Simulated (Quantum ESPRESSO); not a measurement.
## Pt: phonons at K under several settings

```xyz
1
Lattice="0.0000 1.9609 1.9609 1.9609 0.0000 1.9609 1.9609 1.9609 0.0000" Properties=species:S:1:pos:R:3 pbc="T T T"
Pt    0.0000    0.0000    0.0000
```

All runs used Quantum ESPRESSO 7.5; potentials GBRV 1.5 LDA; no spin polarisation; cutoff 612 eV; occupations cold, width 0.2 eV.

```tsv
level	k mesh (s: shifted)	geometry	volume (Å³/atom)	pressure (GPa)	frequencies (cm⁻¹)
LDA	10 × 10 × 10	relaxed at 0 GPa	14.72	-0.1	131 173 197
LDA	10 × 10 × 10	relaxed at 2 GPa	14.63	1.9	131 174 200
LDA	10 × 10 × 10	relaxed at 10 GPa	14.30	9.8	135 180 208
LDA	10 × 10 × 10	relaxed at 15 GPa	14.11	14.7	137 183 213
LDA	12 × 12 × 12	relaxed at 2 GPa	14.63	1.9	160 186 216
LDA	12 × 12 × 12	relaxed at 10 GPa	14.29	9.8	167 195 226
LDA	12 × 12 × 12	relaxed at 15 GPa	?	14.7	?
```

Question: What stands in the row left open?

Answer: Volume 14.10 Å³/atom; frequencies 171 201 232 cm⁻¹.

Caveats: the q point doesn't lie on the k mesh, which can shift a metal's frequencies strongly unless the mesh is converged; the mesh is thin for the phonons of a metal (some runs); the cell is more than 3 GPa from zero pressure, which shifts response properties (some runs).

For the row left open. Caveat: the cell is more than 3 GPa from zero pressure, which shifts response properties; the q point doesn't lie on the k mesh, which can shift a metal's frequencies strongly unless the mesh is converged.
